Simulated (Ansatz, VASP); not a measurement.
**One calculation of BaS, two programs**

Contents of INCAR:

```
PREC = Accurate
ENCUT = 520
EDIFF = 1E-6
ISMEAR = 0
SIGMA = 0.05
LREAL = F
LASPH = T
NELM = 60
ALGO = Normal
ISIF = 2
LWAVE = F
LCHARG = T
GGA = RP
IVDW = 13
LELF = T
LVHAR = T
NBANDS = 15
```

Contents of KPOINTS:

```
regular mesh
0
Gamma
  6 6 6
```

Contents of POSCAR:

```
BaS
1.0
    0.0000000000      3.2055428126      3.2055428126
    3.2055428126      0.0000000000      3.2055428126
    3.2055428126      3.2055428126      0.0000000000
Ba S
1 1
Direct
    0.5000000000      0.5000000000      0.5000000000
    0.0000000000      0.0000000000      0.0000000000
```

Input for Ansatz:

```yaml
crystal:
  lattice:
    - [0.0, 3.2055428126, 3.2055428126]
    - [3.2055428126, 0.0, 3.2055428126]
    - [3.2055428126, 3.2055428126, 0.0]
  atoms:
    - { symbol: Ba, position: [0.5, 0.5, 0.5] }
    - { symbol: S, position: [0.0, 0.0, 0.0] }
basis:
  ecutwfc: 420
  ecutrho_ratio: 4
kpoints:
  mp_grid: { grid: [6, 6, 6] }
hamiltonian:
  xc: rpbe
  dispersion: d4
scf:
  occupations: { method: gaussian, width: 0.05 }
output:
  forces: true
  stress: true
  eigenvalues: true
```

Alike in both runs: task single point; functional RPBE; dispersion D4; k mesh 6 × 6 × 6; occupations gaussian, width 0.05 eV; no spin polarisation.

|  | VASP | Ansatz |
| --- | --- | --- |
| version | VASP 6.6.1 | Ansatz 0.2.0 |
| potentials or method | VASP PAW PBE potentials, release 64 (Ba_sv, S) | scalar-relativistic, plane waves, PAW |
| plane-wave cutoff (eV) | 520 | 420 |
| valence electrons in the cell | 16 | 16 |

```tsv
	VASP	Ansatz	Ansatz less VASP
gap on the k mesh at the Fermi level (eV)	2.27	2.37	+0.101
least direct gap on the mesh (eV)	2.41	2.48	+0.071
pressure (GPa)	0.6	0.0	-0.57
dispersion energy (meV/atom)	-387.3	-387.4	-0.17
```

Caveats: the PAW data sets were made with another functional, which shifts forces and pressure a little (VASP); spin-orbit coupling is left out, which moves the levels of the heavy elements. RPBE gaps usually lie below the measured ones, often by a third to a half. A k mesh can miss the band edges.
